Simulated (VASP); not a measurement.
Here is a VASP 6.6.1 calculation.

The input INCAR:

```
PREC = Accurate
ENCUT = 600
EDIFF = 1E-6
ISMEAR = 0
SIGMA = 0.02
LREAL = F
LASPH = T
NELM = 60
ALGO = Normal
ISIF = 3
LWAVE = F
LCHARG = F
GGA = CA
IBRION = 2
NSW = 40
EDIFFG = -0.02
LATTICE_CONSTRAINTS = .FALSE. .FALSE. .TRUE.
```

Contents of KPOINTS:

```
regular mesh
0
Gamma
  7 7 5
```

The input POSCAR:

```
KCl
1.0
    4.4743485272      0.0000000000      0.0000000000
    0.0000000000      4.4743485272      0.0000000000
    0.0000000000      0.0000000000      6.2314150844
K Cl
2 2
Direct
    0.0000000000      0.0000000000      0.0000000000
    0.5000000000      0.5000000000      0.5000000000
    0.5000000000      0.5000000000      0.0000000000
    0.0000000000      0.0000000000      0.5000000000
```

Potentials or basis: VASP PAW LDA potentials, release 64 (K_sv, Cl).

Launch:

```bash
$ cat potpaw_LDA.64/K_sv/POTCAR potpaw_LDA.64/Cl/POTCAR > POTCAR
$ mpirun -np 1 vasp_std > vasp.out
```

Q: Predict the relaxed volume.

A: 30.20 Å³/atom.

Q: Predict the space group after relaxing (to 0.05 Å).

A: I4/mmm (No. 139).

Q: Predict the relaxed cell.

A: a = 4.474 Å, b = 4.474 Å, c = 6.033 Å, α = 90.00°, β = 90.00°, γ = 90.00°.

Q: What does it give for the band gap on the k mesh?

A: 4.81 eV.

Stress tensor (GPa, compression positive):
```
-1.88  0.00  0.00
 0.00 -1.88  0.00
 0.00  0.00  0.03
```

Caveat: an odd mesh through Γ misses points on the zone boundary, where band edges often lie.
